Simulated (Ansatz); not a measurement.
## Every step of a relaxation of diamond C (100), 6 layers

DFT, PBEsol, PAW with Ansatz's default frozen-core files, scalar-relativistic (Ansatz 0.2.0); a Γ-centred 12×12×1 k mesh, Fermi–Dirac smearing of 0.02 eV, no spin polarisation. The run relaxes the atoms in the fixed cell.

Command: `ansatz run input.yaml --threads 2 --pin off --max-ram 4096MiB --backend cpu --events-out ev --progress --plain --runs-dir out` It took 19 s on 2 threads of Intel(R) Xeon(R) 6975P-C (Granite Rapids), on a shared host, peak memory 0.46 GiB.

```yaml
crystal:
  lattice:
    - [2.512924167, 0.0, 0.0]
    - [0.0, 2.512924167, 0.0]
    - [0.0, 0.0, 20.4423]
  atoms:
    - { symbol: C, position: [0.75, 0.0, 0.3913462698] }
    - { symbol: C, position: [0.25, 0.0, 0.4348077619] }
    - { symbol: C, position: [0.25, 0.5, 0.478269254] }
    - { symbol: C, position: [0.75, 0.5, 0.521730746] }
    - { symbol: C, position: [0.75, 0.0, 0.5651922381] }
    - { symbol: C, position: [0.25, 0.0, 0.6086537302] }
kpoints:
  mp_grid: { grid: [12, 12, 1] }
scf:
  occupations: { method: fermi_dirac, width: 0.02 }
hamiltonian:
  xc: pbesol
  pseudopotentials: { kind: paw }
output:
  forces: true
  stress: true
  eigenvalues: true
relax:
  f_tol: 0.01
  max_steps: 40
efield:
  axis: 3
  amplitude: 0
  dipole_correction: true
```

Each step lists its free energy a cell above the last geometry, and Cartesian positions (Å) with forces (eV/Å).

The first step:

```
step 1  dF = 277.65 meV
  C 1.8847 0.0000 8.0000   0.0000 0.0000 2.3145
  C 0.6282 0.0000 8.8885   0.0000 0.0000 -2.4532
  C 0.6282 1.2565 9.7769   0.0000 0.0000 0.4641
  C 1.8847 1.2565 10.6654   0.0000 0.0000 -0.4641
  C 1.8847 0.0000 11.5538   0.0000 0.0000 2.4532
  C 0.6282 0.0000 12.4423   0.0000 0.0000 -2.3145
```

The PAW files were made under PBE. Real surfaces of this kind reconstruct, which a 1×1 cell forbids.

**Question.** Where does the relaxation end, and by which steps?

**Answer.** After 6 geometries, with a shortest distance of 1.476 Å. The further steps:
```
step 2  dF = 76.21 meV
  C 1.8847 0.0000 8.0551   0.0000 0.0000 0.9897
  C 0.6282 0.0000 8.8848   0.0000 0.0000 -1.4364
  C 0.6282 1.2565 9.7809   0.0000 0.0000 0.5839
  C 1.8847 1.2565 10.6614   0.0000 0.0000 -0.5839
  C 1.8847 0.0000 11.5575   0.0000 0.0000 1.4364
  C 0.6282 0.0000 12.3872   0.0000 0.0000 -0.9897
step 3  dF = 2.12 meV
  C 1.8847 0.0000 8.0765   0.0000 0.0000 0.0483
  C 0.6282 0.0000 8.8550   0.0000 0.0000 -0.1025
  C 0.6282 1.2565 9.7865   0.0000 0.0000 0.3240
  C 1.8847 1.2565 10.6558   0.0000 0.0000 -0.3240
  C 1.8847 0.0000 11.5873   0.0000 0.0000 0.1025
  C 0.6282 0.0000 12.3658   0.0000 0.0000 -0.0483
step 4  dF = 1.03 meV
  C 1.8847 0.0000 8.0737   0.0000 0.0000 0.0916
  C 0.6282 0.0000 8.8498   0.0000 0.0000 0.0453
  C 0.6282 1.2565 9.7941   0.0000 0.0000 -0.1641
  C 1.8847 1.2565 10.6482   0.0000 0.0000 0.1641
  C 1.8847 0.0000 11.5925   0.0000 0.0000 -0.0453
  C 0.6282 0.0000 12.3686   0.0000 0.0000 -0.0916
step 5  dF = 0.10 meV
  C 1.8847 0.0000 8.0815   0.0000 0.0000 -0.0175
  C 0.6282 0.0000 8.8558   0.0000 0.0000 -0.0222
  C 0.6282 1.2565 9.7930   0.0000 0.0000 -0.0235
  C 1.8847 1.2565 10.6493   0.0000 0.0000 0.0235
  C 1.8847 0.0000 11.5865   0.0000 0.0000 0.0222
  C 0.6282 0.0000 12.3608   0.0000 0.0000 0.0175
step 6  dF = 0.00 meV
  C 1.8847 0.0000 8.0795   0.0000 0.0000 -0.0006
  C 0.6282 0.0000 8.8540   0.0000 0.0000 -0.0002
  C 0.6282 1.2565 9.7923   0.0000 0.0000 0.0003
  C 1.8847 1.2565 10.6500   0.0000 0.0000 -0.0003
  C 1.8847 0.0000 11.5883   0.0000 0.0000 0.0002
  C 0.6282 0.0000 12.3628   0.0000 0.0000 0.0006
```
